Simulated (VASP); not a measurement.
Runs of VASP 6.6.1 on ZnO (zincite). Symmetry: P6_3mc, No. 186, hexagonal system. Conventional cell: a = 3.237 Å, b = 3.237 Å, c = 5.224 Å, α = 90.00°, β = 90.00°, γ = 120.00°. Around Zn (site symmetry 3m) lie 4 O at 1.97 to 1.98 Å. O (site symmetry 3m) is surrounded by 4 Zn at 1.97 to 1.98 Å. 

```csv
task,level,potentials or basis,cell,k mesh,cutoff (eV),monkhorst-Pack mesh,gap on the mesh (eV),pressure (GPa)
band structure,r2SCAN,"VASP PAW PBE potentials, release 64 (Zn, O)","P6_3mc, 11.85 Å³/atom",9 × 9 × 5,520,-,1.23,0.4
band structure,LDA,"VASP PAW LDA potentials, release 64 (Zn, O)","P6_3mc, 11.85 Å³/atom",9 × 9 × 5,520,-,(a),-5.5
relaxation of cell and atoms,PBEsol,"VASP PAW PBE potentials, release 64 (Zn, O)",relaxed,9 × 9 × 5,600,-,0.68,0.0
optical spectrum,PBE,"VASP PAW PBE potentials, release 64 (Zn, O)","P6_3mc, 11.85 Å³/atom",9 × 9 × 5,520,-,0.79,6.6
band structure,TB-mBJ,"VASP PAW PBE potentials, release 64 (Zn, O)","P6_3mc, 11.85 Å³/atom",9 × 9 × 5,520,-,(b),-
dielectric tensor,PBE,"VASP PAW PBE potentials, release 64 (Zn, O)","P6_3mc, 11.85 Å³/atom",15 × 15 × 9,520,no,0.79,-
band structure,PBE,"VASP PAW PBE potentials, release 64 (Zn, O)","P6_3mc, 11.85 Å³/atom",9 × 9 × 5,520,-,0.79,6.7
```

Alike in all rows: no spin polarisation; smearing gaussian 0.03 eV.

Problem. Estimate the missing entries.

Solution. (a) 0.74; (b) 2.57.

Caveats: the PAW data sets were made with another functional, which shifts forces and pressure a little (some runs); spectra need much finer meshes, so this one isn't converged (some runs); independent-particle spectra lack excitons (some runs); an odd mesh through Γ misses points on the zone boundary, where band edges often lie (some runs).
